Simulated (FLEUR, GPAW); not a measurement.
Ag: energy against volume and a worked fit

Symmetry: Fm-3m, No. 225, cubic system. Conventional cell: a = 4.085 Å, b = 4.085 Å, c = 4.085 Å, α = 90.00°, β = 90.00°, γ = 90.00°. Around Ag (site symmetry m-3m) lie 12 Ag at 2.89 Å.

The cell was scaled at fixed shape and fractions and run with GPAW, PAW data sets generated for this functional, cutoff 600 eV; WC, k mesh 11 × 11 × 11 on the cell of 1 atom, fermi-dirac occupations of 0.05 eV, no spin polarisation, no spin-orbit coupling. Energies are those that the program minimises, any entropy of the smearing included. For a metal such a mesh isn't converged to the digits shown.

```tsv
V (Å³/atom)	energy over the lowest row (meV/atom)
16.0252	11.66
16.3662	?
16.7071	0.00
17.0481	2.36
17.3890	9.25
17.7300	20.05
18.0710	34.23
```

Fit the third-order Birch-Murnaghan form, give V0, B0 and B′, and predict the energy left open.

With y = (V0/V)^(2/3), E = E0 + (9 V0 B0/16) [(y - 1)³ B′ + (y - 1)² (6 - 4y)]. Least squares through the rows shown give V0 = 16.7144 Å³/atom, E0 = 0.00 meV, B0 = 119.3 GPa (1 eV/Å³ = 160.218 GPa) and B′ = 5.93, with a largest miss of 0.01 meV. At V = 16.3662 the form with these constants gives 2.84 meV; the run gave 2.86 meV an atom. Other set-ups at this level, from all their volumes (Å³/atom, GPa): FLEUR, all-electron, FLAPW: V0 16.689, B0 117.9. Measured volume: 17.05 Å³/atom (arxiv:1608.01376), so the fit lies -2.0 % from it. The runs are for a static lattice.
